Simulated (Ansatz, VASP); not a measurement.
## One calculation of ZnSe, two programs

```xyz
16
Lattice="0.0000 5.6676 5.6676 5.6676 0.0000 5.6676 5.6676 5.6676 0.0000" Properties=species:S:1:pos:R:3 pbc="T T T"
Zn    0.0000    0.0000    0.0000
Zn    2.8338    2.8338    0.0000
Zn    2.8338    0.0000    2.8338
Zn    5.6676    2.8338    2.8338
Zn    0.0000    2.8338    2.8338
Zn    2.8338    5.6676    2.8338
Zn    2.8338    2.8338    5.6676
Zn    5.6676    5.6676    5.6676
Se    1.4169    1.4169    1.4169
Se    4.2507    4.2507    1.4169
Se    4.2507    1.4169    4.2507
Se    7.0845    4.2507    4.2507
Se    1.4169    4.2507    4.2507
Se    4.2507    7.0845    4.2507
Se    4.2507    4.2507    7.0845
Se    7.0845    7.0845    7.0845
```

Alike in both runs: task electric field gradients; functional PBE; k mesh 3 × 3 × 3; no spin polarisation.

```csv
,VASP,Ansatz
version,VASP 6.6.1,Ansatz 0.2.0
potentials or method,"VASP PAW PBE potentials, release 64 (Zn, Se)","plane-wave PAW, scalar-relativistic"
plane-wave cutoff (eV),520,420
occupations,"gaussian, width 0.01 eV",fixed
valence electrons in the cell,144,224
```

```csv
,VASP,Ansatz,Ansatz less VASP
gap on the k mesh at the Fermi level (eV),1.29,1.29,-0.002
Vzz of the field gradient on the site that differs most (V/Å²),0.0,0.0,0.00
```

The two sets of potentials don't hold the same shells in valence.

As with any semilocal functional, this PBE gap is likely too small.
